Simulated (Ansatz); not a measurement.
# MoS2: computed DOS

```
Mo S
1.0
     1.58150    0.91308    6.12333
    -1.58150    0.91308    6.12333
     0.00000   -1.82616    6.12333
Mo S
1 2
Direct
  0.00000 0.00000 0.00000
  0.74840 0.74840 0.74840
  0.58490 0.58490 0.58490
```

The cell comes from COD entry 9007661, which wasn't checked; take it as a given geometry.

Method: DFT, PBE, all-electron LAPW, scalar-relativistic (Ansatz 0.2.0).

Numerical set-up: a Γ-centred 15×15×15 k mesh, Fermi–Dirac smearing of 0.05 eV, basis error target 1 meV/atom, no spin polarisation.

States per eV and cell, averaged over 0.4 eV, from -12.9 to 4.5 eV, with energies (bin centres) from the valence-band top; empty bins are left out. The partial columns, the largest 4 alone, are projections on Löwdin-orthogonalised atomic shells (those that the program's projection atoms carry: the occupied ones and, for some elements, an empty d or f shell; other empty shells have no column), summed over atoms of an element. Weights on diffuse s and p shells depend on that basis and aren't pure angular character.

```json
{"E (eV)": "-12.8", "total": "0.87", "S 3p": "0.01", "Mo 4d": "0.18", "S 3s": "0.68", "Mo 5s": "0.00"}
{"E (eV)": "-7.2", "total": "0.04", "S 3p": "0.03", "Mo 4d": "0.01", "S 3s": "0.00", "Mo 5s": "0.00"}
{"E (eV)": "-6.8", "total": "1.15", "S 3p": "0.74", "Mo 4d": "0.29", "S 3s": "0.04", "Mo 5s": "0.06"}
{"E (eV)": "-6.4", "total": "3.14", "S 3p": "1.87", "Mo 4d": "1.06", "S 3s": "0.05", "Mo 5s": "0.09"}
{"E (eV)": "-6.0", "total": "2.31", "S 3p": "1.42", "Mo 4d": "0.76", "S 3s": "0.05", "Mo 5s": "0.05"}
{"E (eV)": "-5.6", "total": "1.09", "S 3p": "0.75", "Mo 4d": "0.28", "S 3s": "0.04", "Mo 5s": "0.01"}
{"E (eV)": "-5.2", "total": "1.78", "S 3p": "1.11", "Mo 4d": "0.49", "S 3s": "0.10", "Mo 5s": "0.03"}
{"E (eV)": "-4.8", "total": "3.66", "S 3p": "2.17", "Mo 4d": "1.00", "S 3s": "0.28", "Mo 5s": "0.12"}
{"E (eV)": "-4.4", "total": "2.60", "S 3p": "1.53", "Mo 4d": "0.93", "S 3s": "0.07", "Mo 5s": "0.02"}
{"E (eV)": "-4.0", "total": "3.09", "S 3p": "1.91", "Mo 4d": "1.07", "S 3s": "0.06", "Mo 5s": "0.01"}
{"E (eV)": "-3.6", "total": "1.84", "S 3p": "1.06", "Mo 4d": "0.72", "S 3s": "0.02", "Mo 5s": "0.01"}
{"E (eV)": "-3.2", "total": "2.06", "S 3p": "1.19", "Mo 4d": "0.80", "S 3s": "0.01", "Mo 5s": "0.01"}
{"E (eV)": "-2.8", "total": "2.46", "S 3p": "1.70", "Mo 4d": "0.64", "S 3s": "0.07", "Mo 5s": "0.01"}
{"E (eV)": "-2.4", "total": "2.67", "S 3p": "2.14", "Mo 4d": "0.39", "S 3s": "0.08", "Mo 5s": "0.01"}
{"E (eV)": "-2.0", "total": "1.66", "S 3p": "1.32", "Mo 4d": "0.27", "S 3s": "0.03", "Mo 5s": "0.00"}
{"E (eV)": "-1.6", "total": "3.46", "S 3p": "1.25", "Mo 4d": "2.02", "S 3s": "0.06", "Mo 5s": "0.04"}
{"E (eV)": "-1.2", "total": "1.46", "S 3p": "0.50", "Mo 4d": "0.91", "S 3s": "0.02", "Mo 5s": "0.01"}
{"E (eV)": "-0.8", "total": "0.34", "S 3p": "0.14", "Mo 4d": "0.17", "S 3s": "0.01", "Mo 5s": "0.00"}
{"E (eV)": "-0.4", "total": "0.17", "S 3p": "0.07", "Mo 4d": "0.09", "S 3s": "0.01", "Mo 5s": "0.00"}
{"E (eV)": "0.0", "total": "0.03", "S 3p": "0.01", "Mo 4d": "0.02", "S 3s": "0.00", "Mo 5s": "0.00"}
{"E (eV)": "0.8", "total": "0.27", "S 3p": "0.04", "Mo 4d": "0.21", "S 3s": "0.00", "Mo 5s": "0.01"}
{"E (eV)": "1.2", "total": "2.47", "S 3p": "0.66", "Mo 4d": "1.68", "S 3s": "0.03", "Mo 5s": "0.03"}
{"E (eV)": "1.6", "total": "3.77", "S 3p": "1.17", "Mo 4d": "2.36", "S 3s": "0.07", "Mo 5s": "0.05"}
{"E (eV)": "2.0", "total": "3.89", "S 3p": "1.42", "Mo 4d": "2.19", "S 3s": "0.08", "Mo 5s": "0.05"}
{"E (eV)": "2.4", "total": "2.54", "S 3p": "1.02", "Mo 4d": "1.27", "S 3s": "0.08", "Mo 5s": "0.01"}
{"E (eV)": "2.8", "total": "2.15", "S 3p": "0.85", "Mo 4d": "1.04", "S 3s": "0.07", "Mo 5s": "0.01"}
{"E (eV)": "3.2", "total": "1.29", "S 3p": "0.56", "Mo 4d": "0.58", "S 3s": "0.06", "Mo 5s": "0.00"}
{"E (eV)": "3.6", "total": "2.04", "S 3p": "0.96", "Mo 4d": "0.90", "S 3s": "0.07", "Mo 5s": "0.00"}
{"E (eV)": "4.0", "total": "1.46", "S 3p": "0.57", "Mo 4d": "0.69", "S 3s": "0.11", "Mo 5s": "0.00"}
{"E (eV)": "4.4", "total": "0.12", "S 3p": "0.04", "Mo 4d": "0.06", "S 3s": "0.01", "Mo 5s": "0.00"}
```
